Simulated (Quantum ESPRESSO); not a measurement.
A calculation with Quantum ESPRESSO 7.5 of Mg (native input, structure typed inline):

File pw.in:

```
&CONTROL
  calculation = 'scf'
  prefix = 'pwscf'
  outdir = './tmp'
  pseudo_dir = './pseudo'
  tprnfor = .true.
  tstress = .true.
  disk_io = 'nowf'
/
&SYSTEM
  ibrav = 0
  nat = 2
  ntyp = 1
  ecutwfc = 55
  ecutrho = 440
  nbnd = 7
  occupations = 'smearing'
  smearing = 'fd'
  degauss = 0.00367493
/
&ELECTRONS
  conv_thr = 4d-10
  electron_maxstep = 120
  mixing_beta = 0.5
/
ATOMIC_SPECIES
Mg    24.3050 Mg.pbe-n-kjpaw_psl.0.3.0.UPF
CELL_PARAMETERS angstrom
   3.2093000000    0.0000000000    0.0000000000
  -1.6046500000    2.7793353284    0.0000000000
   0.0000000000    0.0000000000    5.2103000000
ATOMIC_POSITIONS crystal
Mg     0.6666666667    0.3333333333    0.7500000000
Mg     0.3333333333    0.6666666667    0.2500000000
K_POINTS automatic
10 10 5 0 0 0
```

Potentials or basis: SSSP 1.3 efficiency PBE.

Launch:

```console
$ OMP_NUM_THREADS=1 pw.x -in pw.in > pw.out
```

**Question.** Write the same calculation in another form: ASE script, structure typed inline.

**Answer.** As run:

File run.py:

```python
import numpy as np
from ase.calculators.espresso import Espresso, EspressoProfile
from ase import Atoms

atoms = Atoms(['Mg', 'Mg'],
              cell=[[3.2093, 0.0, 0.0], [-1.60465, 2.7793353284, 0.0], [0.0, 0.0, 5.2103]],
              scaled_positions=[[0.6666666667, 0.3333333333, 0.75], [0.3333333333, 0.6666666667, 0.25]],
              pbc=True)

input_data = {
    'control': {'calculation': 'scf', 'prefix': 'pwscf', 'outdir': './tmp', 'tprnfor': True, 'tstress': True, 'disk_io': 'nowf'},
    'system': {'ecutwfc': 55.0, 'ecutrho': 440.0, 'nbnd': 7, 'occupations': 'smearing', 'smearing': 'fd', 'degauss': 0.00367493},
    'electrons': {'conv_thr': 4e-10, 'electron_maxstep': 120, 'mixing_beta': 0.5},
}
pseudopotentials = {'Mg': 'Mg.pbe-n-kjpaw_psl.0.3.0.UPF'}
profile = EspressoProfile(command='pw.x', pseudo_dir='pseudo')
dft = Espresso(profile=profile, input_data=input_data, pseudopotentials=pseudopotentials, kpts=(10, 10, 5), koffset=(0, 0, 0))
atoms.calc = dft

print(f'energy {atoms.get_potential_energy():.8f} eV')
print('forces (eV/A)')
print(np.round(atoms.get_forces(), 6))
print('stress (eV/A^3, Voigt)')
print(np.round(atoms.get_stress(), 8))
print(f'Fermi level {dft.get_fermi_level():.4f} eV')
```

Potentials or basis: SSSP 1.3 efficiency PBE.

The run is started by

```console
$ OMP_NUM_THREADS=1 python run.py
```

Both were run:

|  | native input, structure typed inline | ASE script, structure typed inline |
| --- | --- | --- |
| Pressure | -0.5 GPa | -0.5 GPa |
| Band gap on the k mesh | none (metal or under the smearing width) | none (metal or under the smearing width) |

Keys that steer only the numerical path or the files written may differ.
